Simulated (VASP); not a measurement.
**A VASP 6.6.1 single-point calculation on GaSb**

INCAR

```
ISIF = 2
LREAL = .FALSE.
SIGMA = 0.01
NELM = 52
ENCUT = 520
LWAVE = .FALSE.
EDIFF = 1E-7
LASPH = .TRUE.
IBRION = -1
LCHARG = .FALSE.
ISMEAR = 1
NSW = 0
NBANDS = 16
GGA = PE
PREC = Accurate
```

KPOINTS

```
KPOINTS created by Atomic Simulation Environment
0
Gamma
8 8 8
0 0 0
```

POSCAR

```
Ga Sb
 1.0000000000000000
     0.0000000000000000    2.8731179418333888    2.8731179418333888
     2.8731179418333888   -0.0000000000000000    2.8731179418333888
     2.8731179418333888    2.8731179418333888   -0.0000000000000000
 Ga  Sb
   1   1
Cartesian
 -0.0000000000000000 -0.0000000000000000 -0.0000000000000000
  2.8731179418333888  2.8731179418333888  2.8731179418333888
```

The recommended PBE PAW datasets give the neutral cell 18 valence electrons.

Command

```
mpirun -np 1 vasp_std
```

Q: How does this run end, and what does it give?

A: It converged. Results: gap between bands v and c on the k mesh -3.24 eV (bands overlap: a metal); least direct gap on the k mesh 0.00 eV; pressure 1.7 GPa. Band v is the last that the valence electrons fill when counted band by band, and c is the next.

OSZICAR

```
N       E                     dE             d eps       ncg     rms          rms(c)
DAV:   1     0.776961677983E+02    0.77696E+02   -0.86369E+03   968   0.149E+03
DAV:   2    -0.153534615810E+01   -0.79232E+02   -0.76369E+02  1120   0.299E+02
DAV:   3    -0.690474038221E+01   -0.53694E+01   -0.53396E+01  1168   0.609E+01
DAV:   4    -0.698754894129E+01   -0.82809E-01   -0.82802E-01  1072   0.821E+00
DAV:   5    -0.698953141140E+01   -0.19825E-02   -0.19824E-02  1176   0.116E+00    0.245E+00
DAV:   6    -0.697718022555E+01    0.12351E-01   -0.41492E-02  1184   0.346E+00    0.139E+00
DAV:   7    -0.697849092559E+01   -0.13107E-02   -0.98331E-03  1440   0.117E+00    0.287E-01
DAV:   8    -0.697869319950E+01   -0.20227E-03   -0.14794E-03  1176   0.528E-01    0.520E-02
DAV:   9    -0.697871412004E+01   -0.20921E-04   -0.92308E-05  1160   0.111E-01    0.970E-03
DAV:  10    -0.697871623723E+01   -0.21172E-05   -0.86193E-06  1160   0.358E-02    0.247E-03
DAV:  11    -0.697871637107E+01   -0.13384E-06   -0.49345E-07  1056   0.561E-03    0.105E-03
DAV:  12    -0.697871606734E+01    0.30373E-06   -0.11874E-07   928   0.304E-03    0.102E-03
DAV:  13    -0.697871614079E+01   -0.73450E-07   -0.12868E-08   664   0.100E-03
   1 F= -.69787161E+01 E0= -.69786937E+01  d E =-.674256E-04
```

For comparison, a separate PBE run of the intended cell, on usual settings and not on those above, gives a gap of -3.24 eV on its mesh and a pressure of 1.7 GPa.
